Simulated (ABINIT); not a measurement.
# PbS (Galena) (Fm-3m) in ABINIT: settings compared

Aim: see how the results for PbS (Galena) move with the level of theory and the settings. Levels: LDA, LDA-Teter. Tasks: band structure.

All numbers are computed with ABINIT 10.8.3 (patched build); they aren't measurements. Logs are shortened: lines on timing, memory, paths and dates and some standing lists are left out, and cuts for length are marked. The log counts tension as positive stress, the text compression.

## Step 1: The structure

It takes space group Fm-3m (No. 225, cubic). Conventional cell: a = 5.931 Å, b = 5.931 Å, c = 5.931 Å, α = 90.00°, β = 90.00°, γ = 90.00°. Pb (site symmetry m-3m) is surrounded by 6 S at 2.97 Å. S (site symmetry m-3m) is surrounded by 6 Pb at 2.97 Å.

## Step 2: Band structure, LDA, spin-orbit coupling, no magnetisation

The input, run.abi:

```
# Datasets: ground state, then fixed potential
ndtset 2

# Pseudopotentials
pp_dirpath "./"
pseudos "Pb.LDA_PW-JTH_sp.xml, S.LDA_PW-JTH.xml"

# Structure
acell 3*1.0 Angstrom
rprim
     0.0000000000     2.9657500000     2.9657500000
     2.9657500000     0.0000000000     2.9657500000
     2.9657500000     2.9657500000     0.0000000000
ntypat 2
znucl 82 16
natom 2
typat 1 2
xred
     0.0000000000     0.0000000000     0.0000000000
     0.5000000000     0.5000000000     0.5000000000

# Plane-wave basis
ecut 20.0
pawecutdg 40.0

# Exchange and correlation
ixc 7

# Bands and occupations
occopt 3
tsmear 0.00183747

# Spin
nspinor 2
nspden 1
pawspnorb 1

# SCF cycle
nstep 100

# Output
iomode 3
prtwf 0
prteig 0
prtebands 0
enunit 1
prtden1 1
prtvha1 1
prtvclmb1 1
prtpot1 1

# Dataset 1
kptopt1 4
ngkpt1 8 8 8
nshiftk1 1
shiftk1 0.0 0.0 0.0
nband1 18
tolvrs1 1.0e-9

# Dataset 2: bands along G-X-W-K-G-L-U-W-L-K
iscf2 -2
getden2 1
nband2 26
nbdbuf2 2
tolwfr2 1.0e-12
kptopt2 -9
ndivsm2 5
prteig2 1
prtvol2 -3
kptbounds2
     0.0000000000     0.0000000000     0.0000000000
     0.5000000000     0.0000000000     0.5000000000
     0.5000000000     0.2500000000     0.7500000000
     0.3750000000     0.3750000000     0.7500000000
     0.0000000000     0.0000000000     0.0000000000
     0.5000000000     0.5000000000     0.5000000000
     0.6250000000     0.2500000000     0.6250000000
     0.5000000000     0.2500000000     0.7500000000
     0.5000000000     0.5000000000     0.5000000000
     0.3750000000     0.3750000000     0.7500000000
```

Potentials or basis: JTH PAW LDA v2.0 sp.

Launch:

```bash
$ abinit run.abi > log 2>&1
```

run.abo:

```text
.Version 10.8.3 of ABINIT
 DATASET    1 : space group F4 3 2 (#209); Bravais cF (face-center cubic)
================================================================================
 Values of the parameters that define the memory need for DATASET  1.
     intxc =       0    ionmov =       0      iscf =      17    lmnmax =      13
     lnmax =       5     mgfft =      32  mpssoang =       3    mqgrid =    3001
     natom =       2  nloc_mem =       2    nspden =       1   nspinor =       2
    nsppol =       1      nsym =      24    n1xccc =       1    ntypat =       2
    occopt =       3   xclevel =       1
       mpw =        1540          nfft =       32768          nkpt =          32
 PAW method is used; the additional fine FFT grid is defined by:
   mgfftf=        48    nfftf =    110592
================================================================================
================================================================================

 DATASET    2 : space group F4 3 2 (#209); Bravais cF (face-center cubic)
================================================================================
 Values of the parameters that define the memory need for DATASET  2.
     intxc =       0    ionmov =       0      iscf =      -2    lmnmax =      13
     lnmax =       5     mgfft =      32  mpssoang =       3    mqgrid =    3001
     natom =       2  nloc_mem =       2    nspden =       1   nspinor =       2
    nsppol =       1      nsym =      24    n1xccc =       1    ntypat =       2
    occopt =       3   xclevel =       1
       mpw =        1540          nfft =       32768          nkpt =          87
 PAW method is used; the additional fine FFT grid is defined by:
   mgfftf=        48    nfftf =    110592
================================================================================
================================================================================

--------------------------------------------------------------------------------
------------- Echo of variables that govern the present computation ------------
--------------------------------------------------------------------------------
 -outvars: echo values of preprocessed input variables --------
            acell      1.8897261259E+00  1.8897261259E+00  1.8897261259E+00 Bohr
              amu      2.07200000E+02  3.20660000E+01
             ecut      2.00000000E+01 Hartree
           enunit           1
           getden1          0
           getden2          1
             iscf1         17
             iscf2         -2
              ixc           7
           jdtset        1    2
           kptopt1          4
           kptopt2         -9
         kptrlatt        8    0    0      0    8    0      0    0    8
          kptrlen1     6.34071731E+01
          kptrlen2     3.00000000E+01
            natom           2
            nband1         18
            nband2         26
           nbdbuf1          0
           nbdbuf2          2
           ndtset           2
           ndivsm1          0
           ndivsm2          5
            ngfft          32      32      32
          ngfftdg          48      48      48
             nkpt1         32
             nkpt2         87
          nspinor           2
            nstep         100
             nsym          24
           ntypat           2
           occopt           3
        pawcpxocc           2
        pawecutdg      4.00000000E+01 Hartree
        pawspnorb           1
        prtebands           0
           prteig1          0
           prteig2          1
           prtpot1          1
           prtpot2          0
         prtvclmb1          1
         prtvclmb2          0
           prtvha1          1
           prtvha2          0
           prtvol1          0
           prtvol2         -3
            prtwf           0
[... 251 lines left out ...]

 Coarse grid specifications (used for wave-functions):

 getcut: wavevector=  0.0000  0.0000  0.0000  ngfft=  32  32  32
         ecut(hartree)=     20.000   => boxcut(ratio)=   2.00549

 Fine grid specifications (used for densities):

 getcut: wavevector=  0.0000  0.0000  0.0000  ngfft=  48  48  48
         ecut(hartree)=     40.000   => boxcut(ratio)=   2.12715
--------------------------------------------------------------------------------

================================================================================
 Non-SCF case, kpt    1 (  0.00000  0.00000  0.00000), residuals and eigenvalues=
  5.10E-13  8.86E-13  4.58E-13  6.50E-13  5.81E-13  4.36E-13  3.68E-13  7.27E-13
  2.61E-13  4.69E-13  2.78E-13  3.80E-13  2.93E-13  4.23E-13  1.32E-13  6.43E-13
  5.98E-13  7.88E-13  3.56E-13  3.39E-13  8.95E-13  9.25E-13  5.94E-13  5.92E-13
  6.06E-13  7.52E-13
 -4.3295E-01 -4.3295E-01 -1.5758E-01 -1.5758E-01 -2.1468E-02 -2.1468E-02
 -8.1868E-03 -8.1868E-03 -8.1868E-03 -8.1868E-03  1.9302E-01  1.9302E-01
  2.8168E-01  2.8168E-01  2.8168E-01  2.8168E-01  2.8370E-01  2.8370E-01
  2.8370E-01  2.8370E-01  3.1196E-01  3.1196E-01  3.5911E-01  3.5911E-01
  3.5911E-01  3.5911E-01
 Non-SCF case, kpt    2 (  0.03571  0.00000  0.03571), residuals and eigenvalues=
[... 845 lines left out ...]
 -3.9809E-02 -3.9809E-02 -1.9219E-02 -1.9219E-02  1.6471E-01  1.6471E-01
  2.0680E-01  2.0680E-01  2.4748E-01  2.4748E-01  2.9179E-01  2.9179E-01
  3.5170E-01  3.5170E-01  3.8120E-01  3.8120E-01  4.4261E-01  4.4261E-01
  4.5287E-01  4.5287E-01
 Non-SCF case, kpt   87 (  0.37500  0.37500  0.75000), residuals and eigenvalues=
  7.98E-13  5.94E-13  3.85E-13  9.39E-13  7.90E-13  9.79E-13  3.86E-13  9.32E-13
  5.46E-13  5.93E-13  2.46E-13  9.43E-13  2.76E-13  4.65E-13  3.08E-13  7.81E-13
  6.38E-13  9.06E-13  3.12E-13  8.72E-13  3.62E-13  5.09E-13  6.68E-13  9.53E-13
  7.88E-13  1.16E-12
 -3.7582E-01 -3.7582E-01 -2.2909E-01 -2.2909E-01 -1.1288E-01 -1.1288E-01
 -4.4278E-02 -4.4278E-02 -2.5659E-02 -2.5659E-02  1.7368E-01  1.7368E-01
  2.1514E-01  2.1514E-01  2.5254E-01  2.5254E-01  2.8341E-01  2.8341E-01
  3.5290E-01  3.5290E-01  3.8008E-01  3.8008E-01  4.4920E-01  4.4920E-01
  4.5771E-01  4.5771E-01

--- !ResultsGS
iteration_state: {dtset: 2, }
comment   : Summary of ground state results
lattice_vectors:
- [  0.0000000,   5.6044553,   5.6044553, ]
- [  5.6044553,   0.0000000,   5.6044553, ]
- [  5.6044553,   5.6044553,   0.0000000, ]
lattice_lengths: [   7.92590,    7.92590,    7.92590, ]
lattice_angles: [ 60.000,  60.000,  60.000, ] # degrees, (23, 13, 12)
lattice_volume:   3.5207097E+02
convergence: {deltae:  0.000E+00, res2:  0.000E+00, residm:  9.998E-13, diffor:  0.000E+00, }
etotal    :  -1.41923382E+01
entropy   :   0.00000000E+00
fermie    :   6.32649221E-02
cartesian_stress_tensor: null
pressure_GPa: null
xred      :
- [  0.0000E+00,   0.0000E+00,   0.0000E+00, Pb]
- [  5.0000E-01,   5.0000E-01,   5.0000E-01,  S]
cartesian_forces: null
force_length_stats: {min: null, max: null, mean: null, }
...

 Integrated electronic density in atomic spheres:
 ------------------------------------------------
 Atom  Sphere_radius  Integrated_density
    1        2.91365          2.57078298
    2        1.90380          3.47674517

================================================================================

 ----iterations are completed or convergence reached----

 Mean square residual over all n,k,spin=   59.380E-14; max=  99.980E-14
 reduced coordinates (array xred) for    2 atoms
       0.000000000000      0.000000000000      0.000000000000
       0.500000000000      0.500000000000      0.500000000000

 cartesian coordinates (angstrom) at end:
    1      0.00000000000000     0.00000000000000     0.00000000000000
    2      2.96575000000000     2.96575000000000     2.96575000000000
 length scales=  1.889726125908  1.889726125908  1.889726125908 bohr
              =  1.000000000000  1.000000000000  1.000000000000 angstroms
 Eigenvalues (   eV  ) for nkpt=  87  k points:
 kpt#   1, nband= 26, wtk=  1.00000, kpt=  0.0000  0.0000  0.0000 (reduced coord)
 -11.78127  -11.78127   -4.28790   -4.28790   -0.58418   -0.58418   -0.22277   -0.22277
  -0.22277   -0.22277    5.25227    5.25227    7.66483    7.66483    7.66483    7.66483
   7.71991    7.71991    7.71991    7.71991    8.48888    8.48888    9.77176    9.77176
   9.77176    9.77176
 kpt#   2, nband= 26, wtk=  1.00000, kpt=  0.0357  0.0000  0.0357 (reduced coord)
 -11.76640  -11.76640   -4.34023   -4.34023   -0.57376   -0.57376   -0.24036   -0.24036
  -0.17079   -0.17079    5.16760    5.16760    7.39757    7.39757    7.50541    7.50541
   7.76565    7.76565    7.78963    7.78963    8.57702    8.57702    9.75754    9.75754
   9.93263    9.93263
 kpt#   3, nband= 26, wtk=  1.00000, kpt=  0.0714  0.0000  0.0714 (reduced coord)
 -11.72209  -11.72209   -4.48220   -4.48220   -0.58868   -0.58868   -0.29201   -0.29201
   0.01171    0.01171    4.90437    4.90437    6.89345    6.89345    7.31574    7.31574
   7.65500    7.65500    7.97803    7.97803    8.80698    8.80698    9.77616    9.77616
  10.17405   10.17405
 kpt#   4, nband= 26, wtk=  1.00000, kpt=  0.1071  0.0000  0.1071 (reduced coord)
 -11.64925  -11.64925   -4.68030   -4.68030   -0.65868   -0.65868   -0.37451   -0.37451
[... 404 lines left out ...]
 -10.27401  -10.27401   -6.48846   -6.48846   -2.65423   -2.65423   -0.93950   -0.93950
  -0.31395   -0.31395    4.18036    4.18036    5.34146    5.34146    6.53356    6.53356
   8.20711    8.20711    9.52721    9.52721   10.39943   10.39943   11.86575   11.86575
  12.21954   12.21954
 kpt#  86, nband= 26, wtk=  1.00000, kpt=  0.3889  0.3889  0.7222 (reduced coord)
 -10.24121  -10.24121   -6.35263   -6.35263   -2.91911   -2.91911   -1.08325   -1.08325
  -0.52297   -0.52297    4.48198    4.48198    5.62734    5.62734    6.73432    6.73432
   7.94006    7.94006    9.57036    9.57036   10.37304   10.37304   12.04407   12.04407
  12.32334   12.32334
 kpt#  87, nband= 26, wtk=  1.00000, kpt=  0.3750  0.3750  0.7500 (reduced coord)
 -10.22647  -10.22647   -6.23393   -6.23393   -3.07170   -3.07170   -1.20488   -1.20488
  -0.69822   -0.69822    4.72612    4.72612    5.85413    5.85413    6.87209    6.87209
   7.71187    7.71187    9.60279    9.60279   10.34263   10.34263   12.22342   12.22342
  12.45481   12.45481

== END DATASET(S) ==============================================================
================================================================================

 -outvars: echo values of variables after computation  --------
            acell      1.8897261259E+00  1.8897261259E+00  1.8897261259E+00 Bohr
           etotal1    -1.4192338191E+01
            fcart1    -0.0000000000E+00 -0.0000000000E+00 -0.0000000000E+00
                      -0.0000000000E+00 -0.0000000000E+00 -0.0000000000E+00
            rprim      0.0000000000E+00  2.9657500000E+00  2.9657500000E+00
                       2.9657500000E+00  0.0000000000E+00  2.9657500000E+00
                       2.9657500000E+00  2.9657500000E+00  0.0000000000E+00
           strten1     9.8277235515E-05  9.8277235515E-05  9.8277235515E-05
                       0.0000000000E+00  0.0000000000E+00  0.0000000000E+00
           xangst      0.0000000000E+00  0.0000000000E+00  0.0000000000E+00
                       2.9657500000E+00  2.9657500000E+00  2.9657500000E+00
             xred      0.0000000000E+00  0.0000000000E+00  0.0000000000E+00
                       5.0000000000E-01  5.0000000000E-01  5.0000000000E-01
 Calculation completed.
```

It took 3.5 min on 1 thread of Arm Neoverse V1, shared host; peak memory 0.19 GiB.

Results:

```
Free energy                                           : -386.1932 eV
Pressure                                              : -2.9 GPa
Band gap on the k mesh                                : 0.12 eV, direct
Band gap along the path                               : 0.12 eV, direct
Valence electrons inside the program's atomic spheres : Pb 2.57; S 3.48
```

Levels at the corners of the path, in eV from the valence-band top:
| point | band 6 | band 7 | band 8 | band 9 | band 10 | band 11 | band 12 | band 13 | band 14 | band 15 |
| --- | --- | --- | --- | --- | --- | --- | --- | --- | --- | --- |
| Γ | -2.25 | -1.88 | -1.88 | -1.88 | -1.88 | 3.59 | 3.59 | 6.00 | 6.00 | 6.00 |
| X | -5.16 | -3.47 | -3.47 | -3.15 | -3.15 | 3.83 | 3.83 | 4.62 | 4.62 | 5.99 |
| W | -4.51 | -4.20 | -4.20 | -0.88 | -0.88 | 1.98 | 1.98 | 4.64 | 4.64 | 4.88 |
| K | -4.73 | -2.87 | -2.87 | -2.36 | -2.36 | 3.06 | 3.06 | 4.19 | 4.19 | 5.21 |
| Γ | -2.25 | -1.88 | -1.88 | -1.88 | -1.88 | 3.59 | 3.59 | 6.00 | 6.00 | 6.00 |
| L | -1.67 | -1.63 | -1.63 | 0.00 | 0.00 | 0.12 | 0.12 | 1.64 | 1.64 | 2.56 |
| U | -4.73 | -2.87 | -2.87 | -2.36 | -2.36 | 3.06 | 3.06 | 4.19 | 4.19 | 5.21 |
| W | -4.51 | -4.20 | -4.20 | -0.88 | -0.88 | 1.98 | 1.98 | 4.64 | 4.64 | 4.88 |
| L | -1.67 | -1.63 | -1.63 | 0.00 | 0.00 | 0.12 | 0.12 | 1.64 | 1.64 | 2.56 |
| K | -4.73 | -2.87 | -2.87 | -2.36 | -2.36 | 3.06 | 3.06 | 4.19 | 4.19 | 5.21 |

Caveat: this set keeps more shells in the core, which shifts pressures and gaps.

[end of part 1 of 2]
